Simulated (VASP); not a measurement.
# InP (F-43m) in VASP: a series of runs

The runs below take InP through single point, with PBE.

Everything below comes from runs of VASP 6.6.1. Logs are shortened: lines on timing, memory, paths and dates and some standing lists are left out, and cuts for length are marked.

## Step 1: The undisturbed crystal

The structure is cubic, space group F-43m (No. 216). The conventional cell has a = 5.861 Å, b = 5.861 Å, c = 5.861 Å, α = 90.00°, β = 90.00°, γ = 90.00°. Around In (site symmetry -43m) lie 4 P at 2.54 Å. P (site symmetry -43m) is surrounded by 4 In at 2.54 Å.

## Step 2: Single point, PBE (grid = ENCUT=400 dk=1.6 cell=3x3x3 ISMEAR=0 SIGMA=0.05 LREAL=Auto EDIFF=1e-06)

INCAR reads:

```
PREC = Accurate
ENCUT = 400
EDIFF = 1E-6
ISMEAR = 0
SIGMA = 0.05
LREAL = Auto
LASPH = True
NELM = 120
ALGO = Fast
ISIF = 2
LWAVE = False
LCHARG = False
GGA = PE
NBANDS = 261
NCORE = 2
KPAR = 1
```

KPOINTS reads:

```
regular mesh
0
Gamma
  1 1 1
```

POSCAR reads:

```
InP
1.0
    0.0000000000      8.7915000000      8.7915000000
    8.7915000000      0.0000000000      8.7915000000
    8.7915000000      8.7915000000      0.0000000000
In P
27 27
Direct
    0.0000000000      0.0000000000      0.0000000000
    0.0000000000      0.0000000000      0.3333333333
    0.0000000000      0.0000000000      0.6666666667
    0.0000000000      0.3333333333      0.0000000000
    0.0000000000      0.3333333333      0.3333333333
    0.0000000000      0.3333333333      0.6666666667
    0.0000000000      0.6666666667      0.0000000000
    0.0000000000      0.6666666667      0.3333333333
    0.0000000000      0.6666666667      0.6666666667
    0.3333333333      0.0000000000      0.0000000000
    0.3333333333      0.0000000000      0.3333333333
    0.3333333333      0.0000000000      0.6666666667
    0.3333333333      0.3333333333      0.0000000000
    0.3333333333      0.3333333333      0.3333333333
    0.3333333333      0.3333333333      0.6666666667
    0.3333333333      0.6666666667      0.0000000000
    0.3333333333      0.6666666667      0.3333333333
    0.3333333333      0.6666666667      0.6666666667
    0.6666666667      0.0000000000      0.0000000000
    0.6666666667      0.0000000000      0.3333333333
    0.6666666667      0.0000000000      0.6666666667
    0.6666666667      0.3333333333      0.0000000000
    0.6666666667      0.3333333333      0.3333333333
    0.6666666667      0.3333333333      0.6666666667
    0.6666666667      0.6666666667      0.0000000000
    0.6666666667      0.6666666667      0.3333333333
    0.6666666667      0.6666666667      0.6666666667
    0.2500000000      0.2500000000      0.2500000000
    0.2500000000      0.2500000000      0.5833333333
    0.2500000000      0.2500000000      0.9166666667
    0.2500000000      0.5833333333      0.2500000000
    0.2500000000      0.5833333333      0.5833333333
    0.2500000000      0.5833333333      0.9166666667
    0.2500000000      0.9166666667      0.2500000000
    0.2500000000      0.9166666667      0.5833333333
    0.2500000000      0.9166666667      0.9166666667
    0.5833333333      0.2500000000      0.2500000000
    0.5833333333      0.2500000000      0.5833333333
    0.5833333333      0.2500000000      0.9166666667
    0.5833333333      0.5833333333      0.2500000000
    0.5833333333      0.5833333333      0.5833333333
    0.5833333333      0.5833333333      0.9166666667
    0.5833333333      0.9166666667      0.2500000000
    0.5833333333      0.9166666667      0.5833333333
    0.5833333333      0.9166666667      0.9166666667
    0.9166666667      0.2500000000      0.2500000000
    0.9166666667      0.2500000000      0.5833333333
    0.9166666667      0.2500000000      0.9166666667
    0.9166666667      0.5833333333      0.2500000000
    0.9166666667      0.5833333333      0.5833333333
    0.9166666667      0.5833333333      0.9166666667
    0.9166666667      0.9166666667      0.2500000000
    0.9166666667      0.9166666667      0.5833333333
    0.9166666667      0.9166666667      0.9166666667
```

Potentials or basis: VASP PAW PBE potentials, release 64 (In_d, P).

The run is started by

```bash
cat potpaw_PBE.64/In_d/POTCAR potpaw_PBE.64/P/POTCAR > POTCAR
mpirun -np 4 vasp_std > vasp.out
```

OUTCAR:

```text
PREC = Accurate
   ENCUT = 400
   EDIFF = 1E-6
   ISMEAR = 0
   LREAL = Auto
   LASPH = True
   NELM = 120
   ISIF = 2
   GGA = PE

 Found      1 irreducible k-points:

 Following reciprocal coordinates:
            Coordinates               Weight
  0.000000  0.000000  0.000000      1.000000
   k-points           NKPTS =      1   k-points in BZ     NKDIM =      1   number of bands    NBANDS=    262
   number of dos      NEDOS =    301   number of ions     NIONS =     54
   total plane-waves  NPLWV = 592704
   dimension x,y,z NGX =    84 NGY =   84 NGZ =   84
   dimension x,y,z NGXF=   168 NGYF=  168 NGZF=  168
   ions per type =              27  27
   NGX,Y,Z   is equivalent  to a cutoff of  11.23, 11.23, 11.23 a.u.
   NGXF,Y,Z  is equivalent  to a cutoff of  22.46, 22.46, 22.46 a.u.
 SYSTEM =  unknown system
   PREC   = accura    normal or accurate (medium, high low for compatibility)
   ISTART =      0    job   : 0-new  1-cont  2-samecut
   ICHARG =      2    charge: 1-file 2-atom 10-const
   ISPIN  =      1    spin polarized calculation?
   LNONCOLLINEAR =      F non collinear calculations
   LSORBIT =      F    spin-orbit coupling
   LASPH  =      T    aspherical Exc in radial PAW
   ENCUT  =  400.0 eV  29.40 Ry    5.42 a.u.  20.28 20.28 20.28*2*pi/ulx,y,z
   NELM   =    120;   NELMIN=  2; NELMDL= -5     # of ELM steps
   EDIFF  = 0.1E-05   stopping-criterion for ELM
   LREAL  =      T    real-space projection
   EDIFFG = 0.1E-04   stopping-criterion for IOM
   NSW    =      0    number of steps for IOM
   IBRION =     -1    ionic relax: 0-MD 1-quasi-New 2-CG
   NFREE  =      0    steps in history (QN), initial steepest desc. (CG)
   ISIF   =      2    stress and relaxation
   ISYM   =      2    0-nonsym 1-usesym 2-fastsym
   POTIM  = 0.5000    time-step for ionic-motion
   TEBEG  =    0.0;   TEEND  =   0.0 temperature during run
   PSTRESS=    0.0 pullay stress
   NELECT =     486.0000    total number of electrons
   NUPDOWN=      -1.0000    fix difference up-down
   EMIN   =  10.00;   EMAX   =-10.00  energy-range for DOS
   EFERMI =   0.00;   METHOD = LEGACY
   ISMEAR =     0;   SIGMA  =   0.05  broadening in eV -4-tet -1-fermi 0-gaus
   EFERMI_NEDOS =   21; number of points for ismear=-14 and -15
   IALGO  =     68    algorithm
   IMIX   =      4    mixing-type and parameters
     AMIX     =   0.40;   BMIX     =  1.00
     AMIX_MAG =   1.60;   BMIX_MAG =  1.00
  volume/ion in A,a.u.               =      25.17       169.83
  Fermi-wavevector in a.u.,A,eV,Ry     =   1.162021  2.195901 18.371846  1.350293
  Thomas-Fermi vector in A             =   2.298587
   LORBIT       =      0    0 simple, 1 ext, 2 COOP (PROOUT), +10 PAW based schemes
   GGA     = PE    functional components
   LHFCALC =     F    Hartree Fock is set to
   AEXX    =    0.0000 exact exchange contribution
   IVDW    =     0    specifies the selected vdW correction
   LEPSILON=     F    determine dielectric tensor
   LRPA    =     F    only Hartree local field effects (RPA)
 non-spin polarized calculation
 RMM-DIIS sequential band-by-band and
 Gauss-broadening in eV      SIGMA  =   0.05
  energy-cutoff  :      400.00
  volume of cell :     1359.00
 maximum number of plane-waves:     24693
 NGX is ok and might be reduce to    84
   NGX = 41   NGY = 41   NGZ = 41

 number of electron     485.9999723 magnetization

 Free energy of the ion-electron system (eV)
  ---------------------------------------------------
  ext. energy  EPLUGINS =         0.00000000
  ---------------------------------------------------
  free energy    TOTEN  =      -215.57272842 eV

  energy without entropy =     -215.57272842  energy(sigma->0) =     -215.57272842

 E-fermi :   5.5547     XC(G=0):  -9.2247

 val. band max:        5.3127353046   @ k =   0.0000   0.0000   0.0000
 cond. band min:       5.9893226810   @ k =   0.0000   0.0000   0.0000
 fundamental gap:      0.6765873764
 Fermi energy:         5.5547351991

 k-point     1 :       0.0000    0.0000    0.0000
  band No.  band energies     occupation
      1      -9.1415      2.00000
      2      -9.1415      2.00000
      3      -9.1415      2.00000
      4      -9.1415      2.00000
      5      -9.1415      2.00000
      6      -9.1415      2.00000
[... 247 lines left out ...]
    254       7.2936      0.00000
    255       7.2936      0.00000
 [bands above 255 left out]

------------------------ aborting loop because EDIFF is reached ----------------------------------------

  FORCE on cell =-STRESS in cart. coord.  units (eV):
  Direction    XX          YY          ZZ          XY          YZ          ZX
  --------------------------------------------------------------------------------------
  -------------------------------------------------------------------------------------
  Total       34.9386932     34.9386932     34.9386932      0.0000000      0.0000000      0.0000000
  in kB       41.1906174     41.1906174     41.1906174      0.0000000      0.0000000      0.0000000
  external PRESSURE =      41.1906174 kB  Pullay stress =       0.0000000 kB

 VOLUME and BASIS-vectors are now :
 -----------------------------------------------------------------------------
  energy-cutoff  :      400.00
  volume of cell :     1359.00
      direct lattice vectors                 reciprocal lattice vectors
     0.000000000  8.791500000  8.791500000    -0.056873116  0.056873116  0.056873116
     8.791500000  0.000000000  8.791500000     0.056873116 -0.056873116  0.056873116
     8.791500000  8.791500000  0.000000000     0.056873116  0.056873116 -0.056873116

 POSITION                                       TOTAL-FORCE (eV/Angst)
 -----------------------------------------------------------------------------------
      0.00000      0.00000      0.00000         0.000000     -0.000000      0.000000
      2.93050      2.93050      0.00000        -0.000000     -0.000000     -0.000000
      5.86100      5.86100      0.00000        -0.000000     -0.000000     -0.000000
      2.93050      0.00000      2.93050         0.000000     -0.000000      0.000000
      5.86100      2.93050      2.93050        -0.000000     -0.000000      0.000000
      8.79150      5.86100      2.93050        -0.000000     -0.000000     -0.000000
[... 46 lines left out ...]
     13.18725     13.18725     16.11775        -0.000000      0.000000      0.000000
     16.11775     16.11775     16.11775         0.000000      0.000000     -0.000000
 -----------------------------------------------------------------------------------
    total drift:                                0.000000      0.000000      0.000005

  FREE ENERGIE OF THE ION-ELECTRON SYSTEM (eV)
  ---------------------------------------------------
  free  energy   TOTEN  =      -215.5727284153 eV

  energy  without entropy=     -215.5727284153  energy(sigma->0) =     -215.57272842
```

Run time: 6 min. Hardware: 4 MPI ranks of Intel Xeon Platinum 8259CL at 2.50GHz (Skylake/Cascade Lake), shared host; peak memory 0.46 GiB.

The run converged, but some of its settings lie outside the range that counts as converged, so its numbers aren't taken as properties of the crystal.

What came out:

- Free energy: -215.5727 eV
- Pressure: 4.1 GPa
- Band gap on the k mesh: 0.68 eV

Caveat: the k mesh is coarse (spacing up to 0.62 Å⁻¹), so the values aren't converged; spin-orbit coupling is left out, which moves the levels of the heavy elements; an odd mesh through Γ misses points on the zone boundary, where band edges often lie.

## Step 3: Single point, PBE (grid = ENCUT=400 dk=0.35 cell=3x3x3 ISMEAR=0 SIGMA=0.05 LREAL=Auto EDIFF=1e-06)

INCAR reads:

```
  ALGO = Fast
  EDIFF = 1E-6
  ENCUT = 400
  GGA = PE
  ISIF = 2
  ISMEAR = 0
  KPAR = 2
  LASPH = True
  LCHARG = False
  LREAL = Auto
  LWAVE = False
  NBANDS = 261
  NCORE = 1
  NELM = 120
  PREC = Accurate
  SIGMA = 0.05
```

KPOINTS reads:

```
k-points
0
Gamma
  2 2 2
```

POSCAR is that of step 2.

Potentials or basis: VASP PAW PBE potentials, release 64 (In_d, P).

The run is started by

```bash
cat potpaw_PBE.64/In_d/POTCAR potpaw_PBE.64/P/POTCAR > POTCAR
mpirun -np 4 vasp_std > vasp.out
```

OUTCAR:

```text
EDIFF = 1E-6
   ENCUT = 400
   GGA = PE
   ISIF = 2
   ISMEAR = 0
   LASPH = True
   LREAL = Auto
   NELM = 120
   PREC = Accurate

 Found      3 irreducible k-points:

 Following reciprocal coordinates:
            Coordinates               Weight
  0.000000  0.000000  0.000000      1.000000
  0.500000  0.000000  0.000000      4.000000
  0.500000  0.500000  0.000000      3.000000
   k-points           NKPTS =      3   k-points in BZ     NKDIM =      3   number of bands    NBANDS=    262
[... 856 lines left out ...]
  Total       27.6371472     27.6371472     27.6371472      0.0000000      0.0000000      0.0000000
  in kB       32.5825340     32.5825340     32.5825340      0.0000000      0.0000000      0.0000000
  external PRESSURE =      32.5825340 kB  Pullay stress =       0.0000000 kB

 VOLUME and BASIS-vectors are now :
 -----------------------------------------------------------------------------
  energy-cutoff  :      400.00
  volume of cell :     1359.00
      direct lattice vectors                 reciprocal lattice vectors
     0.000000000  8.791500000  8.791500000    -0.056873116  0.056873116  0.056873116
     8.791500000  0.000000000  8.791500000     0.056873116 -0.056873116  0.056873116
     8.791500000  8.791500000  0.000000000     0.056873116  0.056873116 -0.056873116

 POSITION                                       TOTAL-FORCE (eV/Angst)
 -----------------------------------------------------------------------------------
      0.00000      0.00000      0.00000        -0.000000     -0.000000     -0.000000
      2.93050      2.93050      0.00000        -0.000000     -0.000000     -0.000000
      5.86100      5.86100      0.00000        -0.000000     -0.000000     -0.000000
      2.93050      0.00000      2.93050        -0.000000     -0.000000     -0.000000
      5.86100      2.93050      2.93050        -0.000000     -0.000000     -0.000000
      8.79150      5.86100      2.93050        -0.000000     -0.000000      0.000000
[... 46 lines left out ...]
     13.18725     13.18725     16.11775         0.000000      0.000000     -0.000000
     16.11775     16.11775     16.11775         0.000000      0.000000     -0.000000
 -----------------------------------------------------------------------------------
    total drift:                               -0.000001     -0.000001      0.000004

  FREE ENERGIE OF THE ION-ELECTRON SYSTEM (eV)
  ---------------------------------------------------
  free  energy   TOTEN  =      -226.0104549232 eV

  energy  without entropy=     -226.0104549232  energy(sigma->0) =     -226.01045492
```

stdout:

```text
POSCAR found type information on POSCAR InP
 POSCAR found :  2 types and      54 ions
 scaLAPACK will be used
 LDA part: xc-table for (Slater+PW92), standard interpolation
 -----------------------------------------------------------------------------
|                                                                             |
|           W    W    AA    RRRRR   N    N  II  N    N   GGGG   !!!           |
|           W    W   A  A   R    R  NN   N  II  NN   N  G    G  !!!           |
|           W    W  A    A  R    R  N N  N  II  N N  N  G       !!!           |
|           W WW W  AAAAAA  RRRRR   N  N N  II  N  N N  G  GGG   !            |
|           WW  WW  A    A  R   R   N   NN  II  N   NN  G    G                |
|           W    W  A    A  R    R  N    N  II  N    N   GGGG   !!!           |
|                                                                             |
|     The number of bands has been changed from the values supplied in        |
|     The orbitals not found in the WAVECAR file will be initialized with     |
|     random numbers, which is usually adequate. For correlated               |
|     calculations, however, you should redo the groundstate calculation.     |
|     I found NBANDS = 261. Now, NBANDS = 262.                                |
|                                                                             |
 -----------------------------------------------------------------------------

 POSCAR, INCAR and KPOINTS ok, starting setup
 FFT: planning ... GRIDC
 FFT: planning ... GRID_SOFT
 FFT: planning ... GRID
 WAVECAR not read
 entering main loop
```

Wall time 8.5 min (4 MPI ranks of Intel Xeon 6975P-C (Granite Rapids), shared host); peak memory 0.84 GiB.

The run converged, but some of its settings lie outside the range that counts as converged, so its numbers aren't taken as properties of the crystal.

What came out:

- Free energy: -226.0105 eV
- Pressure: 3.3 GPa
- Band gap on the k mesh: 0.71 eV

Caveat: spin-orbit coupling is left out, which moves the levels of the heavy elements.

## Step 4: Single point, PBE (grid = ENCUT=400 dk=0.9 cell=3x3x3 ISMEAR=0 SIGMA=0.05 LREAL=Auto EDIFF=1e-06)

INCAR: that of step 3 with these lines changed.

```diff
@@ -6,3 +6,3 @@
   ISMEAR = 0
-  KPAR = 2
+  KPAR = 1
   LASPH = True
@@ -12,3 +12,3 @@
   NBANDS = 261
-  NCORE = 1
+  NCORE = 2
   NELM = 120
```

KPOINTS reads:

```
k-points
0
Gamma
  1 1 1
```

POSCAR is that of step 3.

The run is started by

```bash
cat potpaw_PBE.64/In_d/POTCAR potpaw_PBE.64/P/POTCAR > POTCAR
mpirun -np 4 vasp_std > vasp.out
```

Run time: 2.5 min. Hardware: 4 MPI ranks of Intel Xeon 6975P-C (Granite Rapids), shared host; peak memory 0.46 GiB.

The run converged, but some of its settings lie outside the range that counts as converged, so its numbers aren't taken as properties of the crystal.

Results:

```
Free energy            : -215.5727 eV
Pressure               : 4.1 GPa
Band gap on the k mesh : 0.68 eV
```

Caveat: the k mesh is coarse (spacing up to 0.62 Å⁻¹), so the values aren't converged; spin-orbit coupling is left out, which moves the levels of the heavy elements; an odd mesh through Γ misses points on the zone boundary, where band edges often lie.

## Step 5: The reference run

An earlier run on the cell as given: functional PBEsol; potentials or basis VASP PAW PBE potentials, release 64 (In_d, P); cutoff 520 eV; k mesh 8 × 8 × 8; occupations fermi-dirac, width 0.05 eV; no spin polarisation.

- Pressure: 0.6 GPa
- Band gap on the k mesh: 0.61 eV, direct
